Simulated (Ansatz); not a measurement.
Working through a Berry-phase polarisation of AgCl, space group Cmcm

With Ansatz's Python interface.

At the Python prompt:
```pycon
>>> import warnings
>>> import ansatz as az
>>> import numpy as np
>>> warnings.simplefilter("ignore", az.DeckWarning)
>>> cell = (
...     az.Lattice.of((1.6685, -4.9535, 0.0), (1.6685, 4.9535, 0.0), (0.0, 0.0, 4.095))
...     .atom("Ag", (0.602, 0.398, 0.25))
...     .atom("Ag", (0.398, 0.602, 0.75))
...     .atom("Cl", (0.86, 0.14, 0.25))
...     .atom("Cl", (0.14, 0.86, 0.75))
... )
>>> def solve(structure):
...     return (
...         structure.calculation()
...         .functional("r2scan")
...         .basis(23 * az.Ha)
...         .kpoints(6, 6, 6)
...         .occupations("fixed")
...         .polarization(string_points=10)
...         .run()
...         .polarization()
...     )
...
>>> vectors = np.array(cell.lattice.vectors)
>>> shifted = cell.move(3, to=np.array(cell.sites[3].position) + 0.02 * np.linalg.inv(vectors)[0])
>>> before, after = solve(cell), solve(shifted)
>>> for label, p in (("as typed", before), ("shifted", after)):
...     print(label, "reduced polarisation:", [round(axis.reduced, 4) for axis in p.axes], "modulo", p.modulus)
...
as typed reduced polarisation: [26.0, 26.0, 26.0] modulo 1
shifted reduced polarisation: [25.9918, 25.9918, 26.0] modulo 1
>>> change = np.array([b.reduced - a.reduced for a, b in zip(before.axes, after.axes)])
>>> change -= before.modulus * np.round(change / before.modulus)
>>> dipole = change @ vectors
>>> print("dipole change (e A):", np.round(dipole, 4) + 0.0)
dipole change (e A): [-0.0275  0.      0.    ]
>>> print("column of the Born charge of", cell.sites[3].symbol, "for a shift along x:", np.round(dipole / 0.02, 2) + 0.0)
column of the Born charge of Cl for a shift along x: [-1.37  0.    0.  ]
```

Caveats:
- The starting cell is as deposited in a crystallographic database; the results hold for this polymorph, which needn't be the stable one.
- Polarisation is defined up to a quantum, so only the change along a continuous path has meaning.
- It ran for 5.4 min on 1 thread of Arm Neoverse V1 (shared host), peak memory 1 GiB.
